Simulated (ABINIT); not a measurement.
Planning a run of ABINIT 10.8.3 on NaCl (Fm-3m). The input:

```
acell 3*1.0 Angstrom
rprim 
  0.000000000000 2.810000000000 2.810000000000
  2.810000000000 0.000000000000 2.810000000000
  2.810000000000 2.810000000000 0.000000000000
ntypat 2
znucl 11 17
natom 2
typat 1 2
xred 
  0.000000000000 0.000000000000 0.000000000000
  0.500000000000 0.500000000000 0.500000000000
pp_dirpath "pseudos"
pseudos "Na.upf, Cl.upf"
ecut 38
ngkpt 4 4 4
nshiftk 1
shiftk 0 0 0
kptopt 1
chksymbreak 0
irdden 1
istwfk *1
nband 116
prtvol 0
optdriver 6
gwr_task "HDIAGO"
paral_kgb 0
occopt 1
indata_prefix "in"
outdata_prefix "out"
tmpdata_prefix "tmp"
```

The database entry behind the starting cell differs from later determinations by our own check (an axis about 0.4 % short against later determinations), so it need not match the best structure at ambient conditions.

```sh
OMP_NUM_THREADS=1 mpirun -n 4 abinit run.abi > log
```

**Question.** How long will it take on 4 MPI ranks of Arm Neoverse V1, shared host, and how much memory?

It took 76 s; on shared hardware allow 38 s to 2.5 min. Peak host memory was 2.6 GiB.

[Paths, hosts, dates, memory and timing lines, banners, echoed tables and standing remarks are left out of the program output.]

[Logs are printed without paths, hosts, clocks, repeated set-up lines and the standing remarks that a program may print on its own settings, such as how far it seeks lower states.]

[Runs of the session that timed out or met a known fault of the program may be left out.]

[Hosts, paths, dates, database ids (printed as entryN), source tags and the programs' standing remarks are cut or masked in the printed files.]

[G0W0 gaps are taken among the corrected bands and points alone; a level outside them can change the order at an edge.]

[Where Ansatz stands beside ABINIT at settings called matched, ABINIT's density can come from a denser mesh and the files from another edition; pairs whose starting gaps differed by over 0.03 eV were left out, so agreement reads better than it is.]
